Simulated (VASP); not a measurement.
Here is a VASP 6.6.1 calculation.

The input INCAR:

```
PREC     = Accurate       # precision mode
ENCUT    = 600            # plane-wave cutoff, eV
EDIFF    = 1E-6           # SCF threshold, eV
ISMEAR   = 0              # smearing method
SIGMA    = 0.03           # smearing width, eV
LREAL    = False          # projectors in reciprocal space
LASPH    = True           # aspherical terms in the spheres
NELM     = 80             # most SCF steps
ALGO     = Normal         # electronic algorithm
ISIF     = 3              # what is computed and relaxed
LWAVE    = False          # write WAVECAR
LCHARG   = False          # write CHGCAR
GGA      = PS             # functional
IBRION   = 2              # ionic algorithm
NSW      = 90             # ionic steps
EDIFFG   = -0.01          # ionic threshold
KPAR     = 4
```

File KPOINTS:

```
Automatic mesh
0
Gamma
  7 7 7
```

File POSCAR:

```
Bi2Te3
1.0
    2.1930000000      1.2661291403     10.1656666667
   -2.1930000000      1.2661291403     10.1656666667
    0.0000000000     -2.5322582807     10.1656666667
Bi Te
2 3
Direct
    0.4000000000      0.4000000000      0.4000000000
    0.6000000000      0.6000000000      0.6000000000
    0.0000000000      0.0000000000      0.0000000000
    0.2095000000      0.2095000000      0.2095000000
    0.7905000000      0.7905000000      0.7905000000
```

Potentials or basis: VASP PAW PBE potentials, release 64 (Bi_d, Te).

The run is started by

```sh
$ cat potpaw_PBE.64/Bi_d/POTCAR potpaw_PBE.64/Te/POTCAR > POTCAR
$ mpirun -np 4 vasp_std > vasp.out
```

**Question.** Predict the band gap on the k mesh.

**Answer.** 0.20 eV, direct.

**Question.** What does it give for the relaxed volume?

**Answer.** 33.55 Å³/atom.

Forces on the atoms (eV/Å):
```
Bi   0.000  0.000 -0.003
Bi   0.000  0.000  0.003
Te   0.000  0.000  0.000
Te   0.000  0.000  0.001
Te   0.000  0.000 -0.001
```

Caveat: the PAW data sets were made with another functional, which shifts forces and pressure a little; spin-orbit coupling is left out, which as a rule narrows the gap of such compounds by several tenths of an eV; an odd mesh through Γ misses points on the zone boundary, where band edges often lie.
